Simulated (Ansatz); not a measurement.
# Nickel, diamond under PBEsol: from relaxation to bulk modulus, part 2 of 2

Aim: take nickel in the diamond structure, relax it, solve it on a dense k-mesh, then scale the cell to 7 volumes from 88 to 112 % of the relaxed one and try a fit of the equation of state. Spin polarisation is left out, though the real metal is magnetic, so this state lies above the ground state. The k-meshes are 11×11×11 for the relaxation; 18×18×18 for the dense run; 12×12×12 for the volumes.

Ansatz 0.2.0; DFT, PBEsol, plane waves (420 eV) with PAW, scalar-relativistic. The steps go on from the part before.

## 6. Volume × 0.96

This is Ni in the diamond structure; at room conditions it is fcc.

Contents of input.yaml:

```yaml
crystal:
  lattice:
    - [0.0, 2.4677067238, 2.4677067238]
    - [2.4677067238, 0.0, 2.4677067238]
    - [2.4677067238, 2.4677067238, 0.0]
  atoms:
    - { symbol: Ni, position: [0.125, 0.125, 0.125] }
    - { symbol: Ni, position: [0.875, 0.875, 0.875] }
hamiltonian:
  xc: pbesol
  pseudopotentials:
    kind: paw
    azcp:
      Ni: "pseudopotentials/Ni.paw.azcp"
basis:
  ecutwfc: 420
  fft_grid_basis: typed
kpoints:
  mp_grid: { grid: [12, 12, 12], shift: [0, 0, 0] }
magnetization:
  spin_polarized: false
scf:
  occupations: { method: fermi_dirac, width: 0.1 }
  lower_state_search: "off"
output:
  stress: true
```

Log (excerpt; [...] marks lines left out):

```text
Warning: <dir> the record states the generating functional pbe (its physics header spells it `PBE`), which answers neither for hamiltonian.xc's functional nor for the pbesol family's — results may be inconsistent (PPs are generated against a specific XC)
Warning: RAYON_NUM_THREADS=2 ignored (pool sized by the plan → 2); use --threads N
[...]
Pseudopotentials: kind: paw
Pseudopotential: Ni, paw, valence charge 18, recommended cutoff 420 eV (normal), <dir>
Functional definition: PBEsol
[...]
Crystal: 2 atoms, lattice volume = 30.055 Å³
Basis set: ecut = 420 eV, 609 PW (Γ)
Bands: 22, of which v1, the nominal top of the filled ones, is band 18 counted from 1 (17 counted from 0)
Symmetry: 48 space group operations
Space group: Fd-3m (ITA 227), of the structure as read, at distance tolerance 3.1e-5 Å
k-points: 72 of 1728
[...]
SCF iter   1: F=—  HF=-11607.164165 eV  |F-HF|=—  |Δ(HF+E_count)|=         —  Δρ=1.96e-2  dr2=5.51e-2  ethr=1.77e-3  ⟨swp⟩=5.6  Hψ=6013  notcnv=0
[...]
SCF iter   6: F=-11607.154284 eV  HF=-11607.154284 eV  |F-HF|=7.30e-9  |Δ(HF+E_count)|=   4.16e-8  Δρ=5.69e-6  dr2=4.97e-9  ethr=2.78e-10  ⟨swp⟩=4.5  Hψ=5791  notcnv=0
[...]
SCF converged after 6 iterations
Free energy (F): -11607.154284 eV
[...]
E sigma→0 (E₀):  -11607.054151 eV
Entropy (-TS):   -0.200266 eV (-100.133 meV/atom)
Fermi energy:    11.684445 eV
[...]
--- Stress (GPa, compression-positive) ---
        4.843007      -0.000000       0.000000
       -0.000000       4.843007       0.000000
        0.000000      -0.000000       4.843007
  P = ⅓ Tr σ = 4.8430 GPa (48.430 kbar)
```

Wall time 1.3 s (2 threads of Arm Neoverse V1, shared host); peak memory 0.31 GiB.

## 7. Volume × 1.0

input.yaml: that of step 6 with these lines changed.

```diff
@@ -2,5 +2,5 @@
   lattice:
-    - [0.0, 2.4677067238, 2.4677067238]
-    - [2.4677067238, 0.0, 2.4677067238]
-    - [2.4677067238, 2.4677067238, 0.0]
+    - [0.0, 2.5015151266, 2.5015151266]
+    - [2.5015151266, 0.0, 2.5015151266]
+    - [2.5015151266, 2.5015151266, 0.0]
   atoms:
```

Log (excerpt; [...] marks lines left out):

```text
Warning: <dir> the record states the generating functional pbe (its physics header spells it `PBE`), which answers neither for hamiltonian.xc's functional nor for the pbesol family's — results may be inconsistent (PPs are generated against a specific XC)
Warning: RAYON_NUM_THREADS=2 ignored (pool sized by the plan → 2); use --threads N
[...]
Pseudopotentials: kind: paw
Pseudopotential: Ni, paw, valence charge 18, recommended cutoff 420 eV (normal), <dir>
Functional definition: PBEsol
[...]
Crystal: 2 atoms, lattice volume = 31.307 Å³
Basis set: ecut = 420 eV, 609 PW (Γ)
Bands: 22, of which v1, the nominal top of the filled ones, is band 18 counted from 1 (17 counted from 0)
Symmetry: 48 space group operations
Space group: Fd-3m (ITA 227), of the structure as read, at distance tolerance 3.2e-5 Å
k-points: 72 of 1728
[...]
SCF iter   1: F=—  HF=-11607.181951 eV  |F-HF|=—  |Δ(HF+E_count)|=         —  Δρ=1.88e-2  dr2=5.35e-2  ethr=1.77e-3  ⟨swp⟩=5.5  Hψ=6012  notcnv=0
[...]
SCF iter   6: F=-11607.172462 eV  HF=-11607.172462 eV  |F-HF|=4.11e-9  |Δ(HF+E_count)|=   4.98e-8  Δρ=4.35e-6  dr2=3.00e-9  ethr=2.78e-10  ⟨swp⟩=4.5  Hψ=5886  notcnv=0
[...]
SCF converged after 6 iterations
Free energy (F): -11607.172462 eV
[...]
E sigma→0 (E₀):  -11607.069639 eV
Entropy (-TS):   -0.205645 eV (-102.823 meV/atom)
Fermi energy:    10.998622 eV
[...]
--- Stress (GPa, compression-positive) ---
       -0.003521       0.000000      -0.000000
        0.000000      -0.003521       0.000000
        0.000000       0.000000      -0.003521
  P = ⅓ Tr σ = -0.0035 GPa (-0.035 kbar)
```

It took 1.3 s on 2 threads of Arm Neoverse V1, shared host; peak memory 0.31 GiB.

## 8. Volume × 1.04

input.yaml: that of step 7 with these lines changed.

```diff
@@ -2,5 +2,5 @@
   lattice:
-    - [0.0, 2.5015151266, 2.5015151266]
-    - [2.5015151266, 0.0, 2.5015151266]
-    - [2.5015151266, 2.5015151266, 0.0]
+    - [0.0, 2.5344335744, 2.5344335744]
+    - [2.5344335744, 0.0, 2.5344335744]
+    - [2.5344335744, 2.5344335744, 0.0]
   atoms:
@@ -26 +26,5 @@
   stress: true
+  write_density: true
+  write_potential: true
+  elf: true
+  volumetric_format: npy
```

Log (excerpt; [...] marks lines left out):

```text
Warning: <dir> the record states the generating functional pbe (its physics header spells it `PBE`), which answers neither for hamiltonian.xc's functional nor for the pbesol family's — results may be inconsistent (PPs are generated against a specific XC)
Warning: RAYON_NUM_THREADS=2 ignored (pool sized by the plan → 2); use --threads N
[...]
Pseudopotentials: kind: paw
Pseudopotential: Ni, paw, valence charge 18, recommended cutoff 420 eV (normal), <dir>
Functional definition: PBEsol
[...]
Crystal: 2 atoms, lattice volume = 32.559 Å³
Basis set: ecut = 420 eV, 609 PW (Γ)
Bands: 22, of which v1, the nominal top of the filled ones, is band 18 counted from 1 (17 counted from 0)
Symmetry: 48 space group operations
Space group: Fd-3m (ITA 227), of the structure as read, at distance tolerance 3.2e-5 Å
k-points: 72 of 1728
[...]
SCF iter   1: F=—  HF=-11607.165842 eV  |F-HF|=—  |Δ(HF+E_count)|=         —  Δρ=1.80e-2  dr2=5.17e-2  ethr=1.77e-3  ⟨swp⟩=5.5  Hψ=6033  notcnv=0
[...]
SCF iter   6: F=-11607.156820 eV  HF=-11607.156820 eV  |F-HF|=1.17e-8  |Δ(HF+E_count)|=   5.67e-9  Δρ=7.34e-6  dr2=9.70e-9  ethr=1.46e-10  ⟨swp⟩=6.3  Hψ=10174  notcnv=0
[...]
SCF converged after 6 iterations
Free energy (F): -11607.156820 eV
[...]
E sigma→0 (E₀):  -11607.051419 eV
Entropy (-TS):   -0.210801 eV (-105.401 meV/atom)
Fermi energy:    10.367721 eV
[...]
--- Stress (GPa, compression-positive) ---
       -3.849454      -0.000000       0.000000
       -0.000000      -3.849454       0.000000
       -0.000000       0.000000      -3.849454
  P = ⅓ Tr σ = -3.8495 GPa (-38.495 kbar)
--- Band table (eV; the first three rows and the last of 72) ---
  k-point 0: bands = ["-92.4260", "-92.3181", "-53.0370", "-53.0370", "-53.0370", "-52.8140", "-52.8140", "-52.8140", "3.8131", "7.7180", "7.7180", "7.7595", "7.7595", "7.7595", "9.2632", "9.2632", "9.2632", "10.2881", "10.2881", "22.3460", "22.3460", "22.3460"]
[...]
```

Run time: 1.9 s. Hardware: 2 threads of Arm Neoverse V1, shared host; peak memory 0.32 GiB.

The maps below are laid out on this run's own conventional cell (a, b, c = 5.069, 5.069, 5.069 Å).

Density in a lattice plane of the grid's cell (edges 5.07 and 5.07 Å, at 0.125 of the third edge), which holds Ni.

Ten even steps from '0' (0.05 e/Å³) to '9' (44.07 e/Å³):
```
000000000000000000000000
000000000000000000000000
000000000000000000000000
000000000000000000000000
000000000000000000000000
000000000000012321000000
000000000000027972000000
000000000000026972000000
000000000000012321000000
000000000000000000000000
000000000000000000000000
000000000000000000000000
000000000000000000000000
000000000000000000000000
000000000000000000000000
012321000000000000000000
027972000000000000000000
026972000000000000000000
012321000000000000000000
000000000000000000000000
```
Columns run along the first of these edges and rows up along the second, over one cell in 24 and 20 even steps from the bottom left corner. Atoms in the plane (fractional): Ni at (0.12, 0.12), Ni at (0.62, 0.62).

ELF in the same plane.

Ten even steps from ' ' (0.09) to '@' (0.65):
```
::..........::::--::::..................::::--::
::::::..::::::::::::::::::::::::::::::::::::::::
::::::::::::::::::::::--::::......::::::::::::::
................::::--::::..........::::--::::..
....      ......::::::::..::------::..::::::::..
            ....::::....::==++**++==::..::::::..
              ..::::....--++%%@@%%++--::..::::..
              ..::::....--++%%@@%%++--::..::::..
            ....::::::..::==++**++==::..::::::..
....      ......::::::::..::------::..::::::::..
................::::--::::..........::::--::::..
::::::::::::::::::::::::::::::..::::::::::::::::
::::......::::::::::::::::::::::::::::::::::::--
::..........::::--::::..................::::--::
..::------::..::::::::......      ......::::::::
::==++**++==::..::::::..            ....::::....
--++%%@@%%++--::..::::..              ..::::....
--++%%@@%%++--::..::::..              ..::::....
::==++**++==::..::::::..            ....::::::..
..::------::..::::::::......      ......::::::::
```
Columns run along the first of these edges and rows up along the second, over one cell in 24 and 20 even steps from the bottom left corner. Atoms in the plane (fractional): Ni at (0.12, 0.12), Ni at (0.62, 0.62).

Both are smooth fields of the valence electrons: close to the nuclei they are not physical.

## 9. Volume × 1.08

input.yaml: that of step 8 with these lines changed.

```diff
@@ -2,5 +2,5 @@
   lattice:
-    - [0.0, 2.5344335744, 2.5344335744]
-    - [2.5344335744, 0.0, 2.5344335744]
-    - [2.5344335744, 2.5344335744, 0.0]
+    - [0.0, 2.5665184181, 2.5665184181]
+    - [2.5665184181, 0.0, 2.5665184181]
+    - [2.5665184181, 2.5665184181, 0.0]
   atoms:
@@ -26,5 +26 @@
   stress: true
-  write_density: true
-  write_potential: true
-  elf: true
-  volumetric_format: npy
```

Log (excerpt; [...] marks lines left out):

```text
Warning: <dir> the record states the generating functional pbe (its physics header spells it `PBE`), which answers neither for hamiltonian.xc's functional nor for the pbesol family's — results may be inconsistent (PPs are generated against a specific XC)
Warning: RAYON_NUM_THREADS=2 ignored (pool sized by the plan → 2); use --threads N
[...]
Pseudopotentials: kind: paw
Pseudopotential: Ni, paw, valence charge 18, recommended cutoff 420 eV (normal), <dir>
Functional definition: PBEsol
[...]
Crystal: 2 atoms, lattice volume = 33.811 Å³
Basis set: ecut = 420 eV, 645 PW (Γ)
Bands: 22, of which v1, the nominal top of the filled ones, is band 18 counted from 1 (17 counted from 0)
Symmetry: 48 space group operations
Space group: Fd-3m (ITA 227), of the structure as read, at distance tolerance 3.2e-5 Å
k-points: 72 of 1728
[...]
SCF iter   1: F=—  HF=-11607.123027 eV  |F-HF|=—  |Δ(HF+E_count)|=         —  Δρ=1.74e-2  dr2=5.06e-2  ethr=1.77e-3  ⟨swp⟩=5.5  Hψ=5989  notcnv=0
[...]
SCF iter   6: F=-11607.114339 eV  HF=-11607.114339 eV  |F-HF|=3.23e-9  |Δ(HF+E_count)|=   5.57e-8  Δρ=3.58e-6  dr2=2.20e-9  ethr=2.78e-10  ⟨swp⟩=4.2  Hψ=5832  notcnv=0
[...]
SCF converged after 6 iterations
Free energy (F): -11607.114339 eV
[...]
E sigma→0 (E₀):  -11607.006462 eV
Entropy (-TS):   -0.215755 eV (-107.877 meV/atom)
Fermi energy:    9.785692 eV
[...]
--- Stress (GPa, compression-positive) ---
       -6.895197      -0.000000      -0.000000
       -0.000000      -6.895197      -0.000000
        0.000000       0.000000      -6.895197
  P = ⅓ Tr σ = -6.8952 GPa (-68.952 kbar)
```

It took 1.5 s on 2 threads of Arm Neoverse V1, shared host; peak memory 0.32 GiB.

## 10. Volume × 1.12

input.yaml: that of step 9 with these lines changed.

```diff
@@ -2,5 +2,5 @@
   lattice:
-    - [0.0, 2.5665184181, 2.5665184181]
-    - [2.5665184181, 0.0, 2.5665184181]
-    - [2.5665184181, 2.5665184181, 0.0]
+    - [0.0, 2.5978205082, 2.5978205082]
+    - [2.5978205082, 0.0, 2.5978205082]
+    - [2.5978205082, 2.5978205082, 0.0]
   atoms:
```

Log (excerpt; [...] marks lines left out):

```text
Warning: <dir> the record states the generating functional pbe (its physics header spells it `PBE`), which answers neither for hamiltonian.xc's functional nor for the pbesol family's — results may be inconsistent (PPs are generated against a specific XC)
Warning: RAYON_NUM_THREADS=2 ignored (pool sized by the plan → 2); use --threads N
[...]
Pseudopotentials: kind: paw
Pseudopotential: Ni, paw, valence charge 18, recommended cutoff 420 eV (normal), <dir>
Functional definition: PBEsol
[...]
Crystal: 2 atoms, lattice volume = 35.064 Å³
Basis set: ecut = 420 eV, 701 PW (Γ)
Bands: 22, of which v1, the nominal top of the filled ones, is band 18 counted from 1 (17 counted from 0)
Symmetry: 48 space group operations
Space group: Fd-3m (ITA 227), of the structure as read, at distance tolerance 3.3e-5 Å
k-points: 72 of 1728
[...]
SCF iter   1: F=—  HF=-11607.059255 eV  |F-HF|=—  |Δ(HF+E_count)|=         —  Δρ=1.70e-2  dr2=5.06e-2  ethr=1.77e-3  ⟨swp⟩=5.5  Hψ=6008  notcnv=0
[...]
SCF iter   6: F=-11607.050651 eV  HF=-11607.050651 eV  |F-HF|=2.99e-8  |Δ(HF+E_count)|=   2.68e-9  Δρ=1.13e-5  dr2=2.52e-8  ethr=1.70e-10  ⟨swp⟩=2.8  Hψ=6022  notcnv=0
[...]
SCF converged after 6 iterations
Free energy (F): -11607.050651 eV
[...]
E sigma→0 (E₀):  -11606.940389 eV
Entropy (-TS):   -0.220526 eV (-110.263 meV/atom)
Fermi energy:    9.247122 eV
[...]
--- Stress (GPa, compression-positive) ---
       -9.300987       0.000000       0.000000
        0.000000      -9.300987      -0.000000
       -0.000000       0.000000      -9.300987
  P = ⅓ Tr σ = -9.3010 GPa (-93.010 kbar)
```

It took 1.7 s on 2 threads of Arm Neoverse V1, shared host; peak memory 0.32 GiB.

## 11. The equation of state

The cell was scaled evenly, with its shape and the fractional positions fixed.

| V (Å³/atom) | E − E₀ (meV/atom) | P from the stress (GPa) | P from the fit (GPa) |
| --- | --- | --- | --- |
| 13.775 | 92.5 | 18.65 | 18.28 |
| 14.401 | 36.8 | 10.95 | 10.58 |
| 15.027 | 7.8 | 4.84 | 4.48 |
| 15.653 | 0.0 | 0.00 | -0.34 |
| 16.280 | 9.2 | -3.85 | -4.17 |
| 16.906 | 31.6 | -6.90 | -7.21 |
| 17.532 | 64.7 | -9.30 | -9.62 |

A third-order Birch-Murnaghan fit gives V₀ = 15.604 Å³/atom, B₀ = 109 GPa and B₀′ = 4.8; it misses no point by more than 0.01 meV/atom.

The fit is made to E(σ → 0), while the stress belongs to the free energy F; that is one source of the offset between the two pressures.

## 12. Summary of results

The summary covers parts 1 to 2.

```
                      quantity                         value
space group (spins left aside)               Fd-3m (No. 227)
             conventional cell                   a = 5.003 Å
                        volume                15.653 Å³/atom
             shortest distance                       2.166 Å
               gap on the mesh  none (levels filled in part)
relative to fcc, ferromagnetic                +1439 meV/atom
                   V₀, B₀, B₀′  15.604 Å³/atom, 109 GPa, 4.8
```

**Reading.** The relaxation enlarged the cell by 6.0 % in volume. It lies 1439 meV/atom above the element's reference form at the same level (fcc, ferromagnetic, from a run of its own); part of this is magnetic energy, as this run has no moments. No gap shows: it is a metal or semimetal at this level. The fitted modulus is 109 GPa. The symmetry was held, so the structure may be unstable against distortions that break it.
